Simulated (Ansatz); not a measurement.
# Hf3Si2: do energies and stresses tell the same story?

All numbers below come from DFT PBEsol, scalar-relativistic, plane waves, PAW in Ansatz.

Plane waves to 420 eV, a k mesh through Γ of 6×6×10 on the computed 10-atom cell and Gaussian smearing (0.10 eV); no spin polarisation.

Relaxed cell: P4/mbm, a = 6.976 Å, b = 6.976 Å, c = 3.607 Å, α = 90.00°, β = 90.00°, γ = 90.00°, 10 atoms in the primitive cell. Whether it is the stable form of this composition wasn't checked.

Energies at zero smearing and pressures from the stress tensor, at volumes with shape and atoms relaxed:
```
V (Å³/atom) E − E(first) (meV/atom) P (GPa)
     15.976                     0.00    17.14
     16.502                   -45.25    10.56
     17.029                   -70.33     4.89
     17.556                   -78.07     0.01
     18.082                   -70.89    -4.17
     18.609                   -51.03    -7.75
```

**Question.** Check P = −dE/dV between neighbouring volumes, and get the bulk modulus from the pressures alone.

**Answer.** With 1 eV/Å³ = 160.2 GPa:
| middle V (Å³/atom) | −ΔE/ΔV (GPa) | mean P (GPa) |
| --- | --- | --- |
| 16.239 | 13.765 | 13.849 |
| 16.766 | 7.631 | 7.724 |
| 17.292 | 2.353 | 2.449 |
| 17.819 | -2.183 | -2.083 |
| 18.346 | -6.043 | -5.963 |

The two differ by 0.10 GPa at most. The mean of two end pressures misses the average over a step by about ΔV² P″/12, up to 0.08 GPa here; with that taken off 0.05 GPa remains. The stress is the derivative of the free energy, not of the energy at zero smearing, and with free energies 0.00 GPa remains. Around V = 17.556 Å³/atom, the two neighbours give B = −V ΔP/ΔV = 17.556 × 9.06 / 1.053 = 151.1 GPa, against B0 = 150.5 GPa from the Birch–Murnaghan fit of the energies.

Spin–orbit coupling is left out, which can shift energies with elements as heavy as these.

Energies and stresses describe the same equation of state: the mean pressure lies slightly above the energy slope in every interval, as expected for a convex pressure curve. The part removed by using free energies has the same sign, which suggests that the electronic entropy grows on expansion, probably because the Hf d bands narrow and the density of states at the Fermi level rises. The closure also leaves little room for a Pulay stress from the finite basis.

Pressure changes faster on compression than on expansion because short-range repulsion steepens while Hf–Si d–p and Hf–Hf d bonding weakens with distance. This curvature probably also explains why the pressures give 151.1 GPa and the fit 150.5 GPa: a central difference across a curve that flattens with volume slightly overestimates the local slope. The agreement supports the numerical consistency of the bulk modulus, not its accuracy against experiment, since both routes share the same functional. A bulk modulus also says nothing about resistance to shear.
